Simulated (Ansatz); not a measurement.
**Structure search for ZrSi7**

These are results of DFT PBE, scalar-relativistic, plane waves, PAW (Ansatz), not measurements. Settings: cutoff 420 eV, Γ-centred meshes spaced at most about 0.3 Å⁻¹, and about 0.25 Å⁻¹ or finer for metals (2π included), Gaussian smearing. No spin polarisation.

The zero of energy is the elements' standard structures at the same level; no fitted shifts are applied.

All energies are static (0 K, no zero-point motion). The comparison covers the computed candidates alone. For metals, differences of a few meV/atom aren't resolved.

Invented guesses were relaxed alike, and ends that match in structure were merged. ΔE counts from the first row. Coordination counts Si atoms around Zr (those within 1.25 times the shortest such distance or 1.15 times the sum of covalent radii, 1.27 where that leaves under three; a plus sign parts nearer from farther groups). The ends were matched against large subsets of the Crystallography Open Database and the Materials Project, so a missing match doesn't prove that a structure is unreported.

| # | reached from | type and space group | atoms | Å³/atom | coordination | ΔE (meV/atom) | gap on mesh (eV) | in databases |
| --- | --- | --- | --- | --- | --- | --- | --- | --- |
| 1 | a relaxed cell, shaken at random and relaxed again | P2_1 (No. 4) | 16 | 16.0 | Zr 13 | 0 | 0.00 | no match |
| 2 | random cell | P6/mmm (No. 191) | 8 | 15.4 | Zr 2+12 | 38 | 0.00 | no match |
| 3 | a relaxed cell, shaken at random and relaxed again | Cm (No. 8) | 8 | 16.7 | Zr 13 | 45 | 0.00 | no match |
| 4 | random cell | R3m (No. 160) | 8 | 16.2 | Zr 13 | 91 | 0.00 | no match |
| 5 | a cell proposed by chemical analogy | Fm-3m (No. 225) | 8 | 15.3 | Zr 12 | 174 | 0.00 | no match |
| 6 | a cell proposed by chemical analogy | P4/mmm (No. 123) | 8 | 15.3 | Zr 4+8 | 187 | 0.00 | no match |
| 7 | Mg7Sn type (P-6m2) | P-6m2 (No. 187) | 8 | 15.7 | Zr 12 | 192 | 0.00 | no match |
| 8 | a known structure type | P-43m (No. 215) | 8 | 22.5 | Zr 4 | 290 | 0.00 | - |

The lowest: Space group P2_1 (No. 4), monoclinic, a = 5.101 Å, b = 5.258 Å, c = 9.694 Å, β = 99.6°. Around Zr lie 13 Si at 2.76–3.22 Å; around Si on its first site lie 6 Si at 2.42–2.58 Å, 1 Zr at 2.84 Å and 1 Zr at 3.08 Å; Si on its second site has 6 Si at 2.54–2.66 Å and 2 Zr at 2.85–2.95 Å; Si on its third site has 7 Si at 2.50–2.93 Å, 1 Zr at 2.94 Å, 3 Si at 3.20–3.37 Å and 1 Zr at 3.22 Å; Si on its fourth site is surrounded by 6 Si at 2.44–2.66 Å and 2 Zr at 2.84–2.85 Å; 3 more sites not described. Its energy over the elements is 0.00 eV/atom. The formation energy is too near zero to say whether this cell lies below the elements. An observed structure of this formula, if there is one, may be missing.

```
CELL_PARAMETERS angstrom
5.10101 0.00000 0.00000
0.00000 5.25774 0.00000
-1.61447 0.00000 9.55819
ATOMIC_POSITIONS crystal
Zr 0.56714 0.00092 0.72435
Zr 0.43286 0.50092 0.27565
Si 0.16580 0.02640 0.27129
Si 0.33466 0.51156 0.73917
Si 0.41845 0.26442 0.96778
Si 0.23811 0.75941 0.49654
Si 0.07884 0.76799 0.06240
Si 0.24135 0.26496 0.50713
Si 0.66534 0.01156 0.26083
Si 0.83420 0.52640 0.72871
Si 0.92115 0.26799 0.93760
Si 0.75865 0.76496 0.49287
Si 0.58156 0.76442 0.03222
Si 0.76189 0.25941 0.50346
Si 0.89156 0.40392 0.16804
Si 0.10844 0.90392 0.83196
```

The second: Space group P6/mmm (No. 191), hexagonal, a = 5.218 Å, c = 5.218 Å. Zr is surrounded by 2 Si at 2.61 Å and 12 Si at 2.94 Å; Si on a site of symmetry 2mm has 6 Si at 2.52–2.70 Å, 2 Si at 2.90 Å and 2 Zr at 2.94 Å; Si on a site of symmetry 6/mmm has 2 Zr at 2.61 Å and 12 Si at 2.90 Å. Counting Si atoms around Zr, the first has Zr 13 and the second has Zr 2+12. The first holds Si–Si bonds in all directions (shortest 2.37 Å); the second holds Si–Si nets (shortest 2.52 Å). Cells relaxed within their symmetry can be saddle points.

```yaml
crystal:
  lattice:
    - [5.21843, 0.00000, 0.00000]
    - [-2.60921, 4.51929, 0.00000]
    - [0.00000, 0.00000, 5.21790]
  atoms:
    - { symbol: Zr, position: [0.00000, 0.00000, 0.50000] }
    - { symbol: Si, position: [0.50000, 0.00000, 0.75887] }
    - { symbol: Si, position: [0.00000, 0.50000, 0.75887] }
    - { symbol: Si, position: [0.50000, 0.50000, 0.75887] }
    - { symbol: Si, position: [0.50000, 0.00000, 0.24113] }
    - { symbol: Si, position: [0.00000, 0.50000, 0.24113] }
    - { symbol: Si, position: [0.50000, 0.50000, 0.24113] }
    - { symbol: Si, position: [0.00000, 0.00000, 0.00000] }
```

Some candidate types were left out of the draw beforehand, so a known form may be missing.
